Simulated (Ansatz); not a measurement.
TiAl2: enthalpy against pressure

TiAl2, Cmmm, a = 3.901 Å, b = 12.053 Å, c = 3.972 Å. The structure is a COD entry; whether it is the stable form wasn't checked. Ansatz: PBEsol, PAW, 420 eV, Γ-centred 10×10×10 mesh on 6 atoms, Gaussian smearing 0.10 eV; no spin polarisation. Cell and atoms are relaxed at each pressure, and no other structure is tried, so the rows at high pressure may lie past a change of phase. y is the enthalpy over the state at zero pressure; there V0 = 15.563 Å³/atom. The pressures are the targets, met within 0.05 GPa.

```
P (GPa) y (eV/atom)
   -3.0      -0.2954
    0.0       0.0000
    3.0       0.2877
    8.0            ?
   15.0       1.3776
   30.0       2.6371
   60.0       4.9261
```

Fit y = c1 P + c2 P² + c3 P³ to the other rows, say what c1 and c2 mean, and predict the missing value.

Least squares on the rows shown. y = 0.096759 P − 0.00034738 P² + 1.7184×10⁻⁶ P³. Since dH/dP = V, c1 is V0: 0.096759 eV/GPa × 160.2 = 15.501 Å³ against 15.563; c2 = −V0/(2B0) gives B0 = 139 GPa, where a Birch–Murnaghan fit to the volumes of the same runs (not shown) gives 115 GPa: a cubic over this range folds the higher terms into c2. At P = 8.0 the fit asked for gives 0.7527 eV/atom. The run gave 0.7527 eV/atom, the same to the digits shown.